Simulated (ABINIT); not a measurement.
# MgO (Fm-3m) in ABINIT: further runs

One crystal, MgO, is run at these levels: TB-mBJ, r2SCAN; tasks: band structure, equation of state.

Program: ABINIT 10.8.3 (patched build). These are calculated values, not measurements. Logs are shortened: lines on timing, memory, paths and dates and some standing lists are left out, and cuts for length are marked. The log counts tension as positive stress, the text compression.

**The experiment to reproduce.**

“Electronic structure of alkaline earth and post-transition metal oxides”, 2009, arxiv:0908.1581 quotes, for a bulk crystal of MgO: band gap 7.83 eV.

How close the calculation comes is told below.

## (1) Starting point

The structure is cubic, space group Fm-3m (No. 225). Conventional cell: a = 4.194 Å, b = 4.194 Å, c = 4.194 Å, α = 90.00°, β = 90.00°, γ = 90.00°. Mg (site symmetry m-3m) is surrounded by 6 O at 2.10 Å. O (site symmetry m-3m) has 6 Mg at 2.10 Å as nearest neighbours.

The cell is a database's computed one.

## (2) Band structure, TB-mBJ

File run.abi:

```
# Datasets: ground state, then fixed potential
ndtset 2

# Pseudopotentials
pp_dirpath "./"
pseudos "Mg.LDA_PW-JTH.xml, O.LDA_PW-JTH.xml"

# Structure
acell 3*1.0 Angstrom
rprim
     0.0000000000     2.0970013927     2.0970013927
     2.0970013927     0.0000000000     2.0970013927
     2.0970013927     2.0970013927     0.0000000000
ntypat 2
znucl 12 8
natom 2
typat 1 2
xred
     0.0000000000     0.0000000000     0.0000000000
     0.5000000000     0.5000000000     0.5000000000

# Plane-wave basis
ecut 28.0
pawecutdg 50.0

# Exchange and correlation
ixc -208012
usekden 1
pawxcdev 0

# Bands and occupations
occopt 3
tsmear 0.00183747

# SCF cycle
nstep 100
diemix 0.3
optforces 0
optstress 0

# Output
iomode 3
prtwf 0
prteig 0
prtebands 0
enunit 1
prtden1 1
prtkden1 1

# Dataset 1
kptopt1 1
ngkpt1 11 11 11
nshiftk1 1
shiftk1 0.0 0.0 0.0
nband1 12
tolvrs1 1.0e-7

# Dataset 2: bands along G-X-W-K-G-L-U-W-L-K
iscf2 -2
getden2 1
getkden2 1
nband2 18
nbdbuf2 4
tolwfr2 1.0e-11
kptopt2 -9
ndivsm2 6
prteig2 1
kptbounds2
     0.0000000000     0.0000000000     0.0000000000
     0.5000000000     0.0000000000     0.5000000000
     0.5000000000     0.2500000000     0.7500000000
     0.3750000000     0.3750000000     0.7500000000
     0.0000000000     0.0000000000     0.0000000000
     0.5000000000     0.5000000000     0.5000000000
     0.6250000000     0.2500000000     0.6250000000
     0.5000000000     0.2500000000     0.7500000000
     0.5000000000     0.5000000000     0.5000000000
     0.3750000000     0.3750000000     0.7500000000
```

Potentials or basis: JTH PAW LDA v2.0.

The run is started by

```sh
$ abinit run.abi > log 2>&1
```

run.abo:

```text
.Version 10.8.3 of ABINIT
 DATASET    1 : space group Fm -3 m (#225); Bravais cF (face-center cubic)
================================================================================
 Values of the parameters that define the memory need for DATASET  1.
     intxc =       0    ionmov =       0      iscf =       7    lmnmax =       8
     lnmax =       4     mgfft =      30  mpssoang =       2    mqgrid =    3001
     natom =       2  nloc_mem =       2    nspden =       1   nspinor =       1
    nsppol =       1      nsym =      48    n1xccc =       1    ntypat =       2
    occopt =       3   xclevel =       2
       mpw =         903          nfft =       27000          nkpt =          56
 PAW method is used; the additional fine FFT grid is defined by:
   mgfftf=        36    nfftf =     46656
================================================================================
================================================================================

 DATASET    2 : space group Fm -3 m (#225); Bravais cF (face-center cubic)
================================================================================
 Values of the parameters that define the memory need for DATASET  2.
     intxc =       0    ionmov =       0      iscf =      -2    lmnmax =       8
     lnmax =       4     mgfft =      30  mpssoang =       2    mqgrid =    3001
     natom =       2  nloc_mem =       2    nspden =       1   nspinor =       1
    nsppol =       1      nsym =      48    n1xccc =       1    ntypat =       2
    occopt =       3   xclevel =       2
       mpw =         903          nfft =       27000          nkpt =         103
 PAW method is used; the additional fine FFT grid is defined by:
   mgfftf=        36    nfftf =     46656
================================================================================
================================================================================

--------------------------------------------------------------------------------
------------- Echo of variables that govern the present computation ------------
--------------------------------------------------------------------------------
 -outvars: echo values of preprocessed input variables --------
            acell      1.8897261259E+00  1.8897261259E+00  1.8897261259E+00 Bohr
              amu      2.43050000E+01  1.59994000E+01
           diemix      3.00000000E-01
             ecut      2.80000000E+01 Hartree
           enunit           1
           getden1          0
           getden2          1
          getkden1          0
          getkden2          1
             iscf1          7
             iscf2         -2
                       outvar_i_n : Printing only first  50 k-points.
              ixc     -208012
           jdtset        1    2
                       outvar_i_n : Printing only first  50 k-points.
           kptopt1          1
           kptopt2         -9
         kptrlatt       11    0    0      0   11    0      0    0   11
[... 1047 lines left out ...]
force_length_stats: {min: null, max: null, mean: null, }
...

 Integrated electronic density in atomic spheres:
 ------------------------------------------------
 Atom  Sphere_radius  Integrated_density
    1        1.90158          8.22921656
    2        1.41465          4.74264872

================================================================================

 ----iterations are completed or convergence reached----

 Mean square residual over all n,k,spin=   34.282E-13; max=  99.639E-13
 reduced coordinates (array xred) for    2 atoms
       0.000000000000      0.000000000000      0.000000000000
       0.500000000000      0.500000000000      0.500000000000

 cartesian coordinates (angstrom) at end:
    1      0.00000000000000     0.00000000000000     0.00000000000000
    2      2.09700139270000     2.09700139270000     2.09700139270000
 length scales=  1.889726125908  1.889726125908  1.889726125908 bohr
              =  1.000000000000  1.000000000000  1.000000000000 angstroms
 Eigenvalues (   eV  ) for nkpt= 103  k points:
 kpt#   1, nband= 18, wtk=  1.00000, kpt=  0.0000  0.0000  0.0000 (reduced coord)
 -69.01974  -32.81999  -32.81999  -32.81999  -11.94435    6.41867    6.41867    6.41867
  13.48834   24.85156   24.85156   24.85156   29.10178   30.42908   30.42908   34.92530
  34.92530   34.92530
 kpt#   2, nband= 18, wtk=  1.00000, kpt=  0.0294  0.0000  0.0294 (reduced coord)
 -69.01968  -32.82059  -32.82019  -32.82019  -11.93396    6.36466    6.40682    6.40682
  13.55760   24.65499   24.88418   24.88418   29.35723   30.24331   30.45597   34.96927
  34.96927   35.09142
 kpt#   3, nband= 18, wtk=  1.00000, kpt=  0.0588  0.0000  0.0588 (reduced coord)
 -69.01948  -32.82235  -32.82078  -32.82078  -11.90314    6.20999    6.37200    6.37200
  13.75795   24.16818   24.98075   24.98075   29.75501   30.02065   30.53654   35.10152
  35.10152   35.52016
 kpt#   4, nband= 18, wtk=  1.00000, kpt=  0.0882  0.0000  0.0882 (reduced coord)
 -69.01916  -32.82517  -32.82175  -32.82175  -11.85299    5.97454    6.31589    6.31589
  14.07019   23.55090   25.13761   25.13761   29.08691   30.67046   30.93227   35.32306
  35.32306   36.08670
 kpt#   5, nband= 18, wtk=  1.00000, kpt=  0.1176  0.0000  0.1176 (reduced coord)
[... 381 lines left out ...]
  18.89523   21.23043   22.26005   26.95137   28.48997   32.93615   36.85369   38.28536
  38.30135   41.20382
 kpt# 101, nband= 18, wtk=  1.00000, kpt=  0.4000  0.4000  0.7000 (reduced coord)
 -69.01240  -32.87222  -32.85657  -32.83523  -10.75715    3.39803    4.16931    5.50217
  19.11050   21.21567   21.89788   27.24735   28.07625   33.26018   37.14254   38.10371
  38.43534   42.11566
 kpt# 102, nband= 18, wtk=  1.00000, kpt=  0.3875  0.3875  0.7250 (reduced coord)
 -69.01223  -32.86912  -32.86019  -32.83660  -10.73985    3.49236    4.05378    5.45226
  19.17148   21.24558   21.62535   27.49139   27.81762   33.71561   37.05115   37.87220
  38.66643   43.18429
 kpt# 103, nband= 18, wtk=  1.00000, kpt=  0.3750  0.3750  0.7500 (reduced coord)
 -69.01213  -32.86926  -32.85989  -32.83777  -10.73175    3.44166    4.12900    5.41203
  19.12238   21.08776   21.61147   27.67346   27.72109   34.28974   36.79396   37.60333
  38.90282   43.88517

== END DATASET(S) ==============================================================
================================================================================

 -outvars: echo values of variables after computation  --------
            acell      1.8897261259E+00  1.8897261259E+00  1.8897261259E+00 Bohr
           etotal1    -6.7385584961E+01
            fcart1     9.9999999999E+99  9.9999999999E+99  9.9999999999E+99
                       9.9999999999E+99  9.9999999999E+99  9.9999999999E+99
            rprim      0.0000000000E+00  2.0970013927E+00  2.0970013927E+00
                       2.0970013927E+00  0.0000000000E+00  2.0970013927E+00
                       2.0970013927E+00  2.0970013927E+00  0.0000000000E+00
           strten1     9.9999999999E+99  9.9999999999E+99  9.9999999999E+99
                       9.9999999999E+99  9.9999999999E+99  9.9999999999E+99
           xangst      0.0000000000E+00  0.0000000000E+00  0.0000000000E+00
                       2.0970013927E+00  2.0970013927E+00  2.0970013927E+00
             xred      0.0000000000E+00  0.0000000000E+00  0.0000000000E+00
                       5.0000000000E-01  5.0000000000E-01  5.0000000000E-01
 Calculation completed.
```

Wall time 4.9 min (1 thread of Arm Neoverse V2, shared host); peak memory 0.13 GiB.

What came out:

* Band gap on the k mesh: 7.07 eV, direct
* Band gap along the path: 7.07 eV, direct
* Valence electrons inside the program's atomic spheres: Mg 8.23; O 4.74

Levels at the corners of the path, in eV from the valence-band top:
```csv
point,band 6,band 7,band 8,band 9,band 10,band 11
Γ,0.00,0.00,0.00,7.07,18.43,18.43
X,-3.50,-1.19,-1.19,11.83,12.87,15.85
W,-2.51,-2.51,-1.50,14.24,14.24,15.14
K,-2.98,-2.29,-1.01,12.70,14.67,15.19
Γ,0.00,0.00,0.00,7.07,18.43,18.43
L,-3.95,-0.57,-0.57,10.36,15.43,18.94
U,-2.98,-2.29,-1.01,12.70,14.67,15.19
W,-2.51,-2.51,-1.50,14.24,14.24,15.14
L,-3.95,-0.57,-0.57,10.36,15.43,18.94
K,-2.98,-2.29,-1.01,12.70,14.67,15.19
```

Caveat: the constant c of TB-mBJ comes from the pseudo density here, which moves gaps by up to 0.3 eV between sets of potentials; the PAW data sets were made with another functional, which shifts forces and pressure a little.

## (3) Equation of state, r2SCAN

File run.abi:

```
# Datasets: one volume each
ndtset 7
getwfk -1
scalecart1 3*0.9795861087
scalecart2 3*0.9864848297
scalecart3 3*0.9932883884
scalecart4 3*1.0000000000
scalecart5 3*1.0066227096
scalecart6 3*1.0131594038
scalecart7 3*1.0196128224

# Pseudopotentials
pp_dirpath "./"
pseudos "Mg.GGA_PBE-JTH.xml, O.GGA_PBE-JTH.xml"

# Structure
acell 3*1.0 Angstrom
rprim
     0.0000000000     2.0970013927     2.0970013927
     2.0970013927     0.0000000000     2.0970013927
     2.0970013927     2.0970013927     0.0000000000
ntypat 2
znucl 12 8
natom 2
typat 1 2
xred
     0.0000000000     0.0000000000     0.0000000000
     0.5000000000     0.5000000000     0.5000000000

# Plane-wave basis
ecut 28.0
pawecutdg 50.0

# k points
kptopt 1
ngkpt 11 11 11
nshiftk 1
shiftk 0.0 0.0 0.0

# Exchange and correlation
ixc -497498
usekden 1
pawxcdev 0

# Bands and occupations
nband 12
occopt 3
tsmear 0.00183747

# SCF cycle
nstep 100
tolvrs 1.0e-7

# Output
iomode 3
prtwf 1
prtden 0
prteig 0
prtebands 0
enunit 1
```

Potentials or basis: JTH PAW PBE v2.0.

The run is started by

```sh
$ abinit run.abi > log 2>&1
```

Wall time 5.6 min (1 thread of Arm Neoverse V2, shared host); peak memory 0.15 GiB.

It converged, with:

```yaml
Equilibrium_volume: 9.35 Å³/atom
Bulk_modulus: 166 GPa
Pressure_derivative_of_the_bulk_modulus: "4.0 (rough: it moves with the points fitted)"
```

Energy against volume, from the lowest point:
```csv
volume (Å³/atom),energy (meV/atom)
8.668,28.94
8.853,14.72
9.037,5.50
9.221,0.70
9.406,0.00
9.590,2.73
9.775,9.05
```

Caveat: pressures at fixed basis lie under the slope of the energies; the PAW data sets were made with another functional, which shifts forces and pressure a little.

## (4) How close it comes

Step 2. Against the measured gap of MgO, 7.83 eV (quoted in “Electronic structure of alkaline earth and post-transition metal oxides”, 2009, arxiv:0908.1581), the calculated 7.07 eV is off by -0.76 eV. The value is that of TB-mBJ, without temperature or zero-point motion. The cell is a database's relaxed one, not the measured one, which moves gaps too.
